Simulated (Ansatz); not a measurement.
**Structure types of CdS compared at 0.0098 GPa**

Structure types of CdS are relaxed in primitive cells with their symmetry kept at 0.0098 GPa, on PAW files; LAPW relaxes the small cells further and takes the PAW cell for the others (marked *). The enthalpy is E + pV at zero temperature, without zero-point motion. Only the types listed were tried, and differences under about 5 meV/atom are mesh noise. The real phase may be another.

Computed with Ansatz 0.2.0; functional PBE, scalar-relativistic. Settings: Fermi–Dirac smearing of 0.1 eV, no spin polarisation. Methods: LAPW: all electrons, basis error target 0.5 meV/atom; PAW: frozen-core files, cutoff 420 eV.

k meshes: rocksalt 13×13×13, CsCl 13×13×13, zincblende 11×11×11, wurtzite 9×9×5, NiAs 9×9×5.

Problem. Which type is lowest in enthalpy, and by how much?

Solution. wurtzite, 1 meV/atom below zincblende, which is within the noise of the k meshes. The whole table:

```csv
start type,ends as,"a, b, c (Å)",V (Å³/atom),"H − H(lowest), LAPW (meV/atom)","same, PAW"
rocksalt,"rocksalt, Fm-3m","5.495, 5.495, 5.495",20.74,135.3,136.0
CsCl,"CsCl, Pm-3m","3.411, 3.411, 3.411",19.84,643.8,644.6
zincblende,"zincblende, F-43m","5.927, 5.927, 5.927",26.03,1.2,1.2
wurtzite*,"wurtzite, P6_3mc","4.194, 4.194, 6.834",26.03,0.0,0.0
NiAs*,"NiAs, P6_3/mmc","3.877, 3.877, 6.478",21.09,176.4,177.2
```
